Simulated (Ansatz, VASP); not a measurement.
# SnO2 in VASP and in Ansatz

```
CELL_PARAMETERS angstrom
-3.24890 3.41447 3.41402
3.24890 -3.41447 3.41402
3.24890 3.41447 -3.41402
ATOMIC_POSITIONS crystal
Sn 0.50000 0.00000 0.00000
Sn 0.50000 0.50000 0.50000
Sn 0.00360 0.75360 0.25000
Sn 0.99640 0.24640 0.75000
O 0.80650 0.80377 0.49728
O 0.80650 0.30922 0.00272
O 0.30244 0.24594 0.05649
O 0.68944 0.24594 0.44350
O 0.31056 0.75406 0.55649
O 0.19350 0.69078 0.99728
O 0.69756 0.75406 0.94351
O 0.19350 0.19623 0.50272
```

The cell is a database's computed one.

Alike in both runs: task relaxation of cell and atoms; functional LDA; k mesh 5 × 5 × 5; occupations fermi-dirac, width 0.05 eV; no spin polarisation.

|  | VASP | Ansatz |
| --- | --- | --- |
| version | VASP 6.6.1 | Ansatz 0.2.0 |
| potentials or method | VASP PAW LDA potentials, release 64 (Sn_d, O) | Ansatz PAW |
| plane-wave cutoff (eV) | 600 | 420 |
| valence electrons in the cell | 104 | 104 |

VASP gave:

```
gap on the k mesh at the Fermi level, each at its own relaxed structure (eV) : 1.15
relaxed volume (Å³/atom)                                                     : 11.90
relaxed cell length with the largest relative difference (Å)                 : 5.706
energy change over the relaxation (meV/atom)                                 : -26
```

**Question.** What did Ansatz give for the same quantities?

**Answer.** gap on the k mesh at the Fermi level, each at its own relaxed structure (eV): 1.16; relaxed volume (Å³/atom): 11.86; relaxed cell length with the largest relative difference (Å): 5.699; energy change over the relaxation (meV/atom): -29.

Caveats: spin-orbit coupling is left out, which moves the levels of the heavy elements; odd divisions of the mesh miss points on the zone boundary, where band edges often lie, so the gap on the mesh can be too wide (Ansatz); the plane-wave basis is chosen anew once the cell has moved, so the energies of steps on either side of that aren't comparable (Ansatz); the pressure holds a Pulay correction of +1.1 GPa for the finite cutoff (Ansatz); the PAW data sets come from PBE, with cores solved anew for the run's functional, which leaves a small shift of forces and pressure (Ansatz). LDA gaps usually lie below the measured ones, often by a third to a half.
